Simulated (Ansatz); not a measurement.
## As: equation of state with LDA

Crystal: As.

```
CELL_PARAMETERS angstrom
1.82500 -5.50000 0.00000
1.82500 5.50000 0.00000
0.00000 0.00000 4.47000
ATOMIC_POSITIONS crystal
As 0.39000 0.61000 0.56000
As 0.89000 0.11000 0.94000
As 0.61000 0.39000 0.44000
As 0.11000 0.89000 0.06000
```

This isn't the form of As at room conditions, which is rhombohedral.

| Item | Value |
| --- | --- |
| Program | Ansatz 0.2.0 |
| Task | equation of state |
| Functional | LDA |
| Potentials or basis | Ansatz PAW |
| Cutoff | 420 eV |
| Density cutoff | 1680 eV |
| k mesh | 8 × 8 × 6 |
| Occupations | fermi-dirac, width 0.05 eV |
| Spin | no spin polarisation |

The equilibrium volume is 21.84 Å³/atom. The bulk modulus at fixed shape and positions is 75 GPa and the pressure derivative of the bulk modulus is 4.2.

Energy against volume, from the lowest point:
```
volume (Å³/atom)  energy (meV/atom)
          21.088               6.15
          21.536               0.77
          21.985               0.00
          22.434               3.37
          22.882              10.48
          23.331              20.94
          23.780              34.43
```

All runs of the series together: 30 s on 2 threads of Intel(R) Xeon(R) Platinum 8488C (Sapphire Rapids), with other jobs on the host.

Caveat: the cell was scaled at fixed shape and fractional positions, which overstates the stiffness of a crystal with free parameters, most of all of layers and chains.
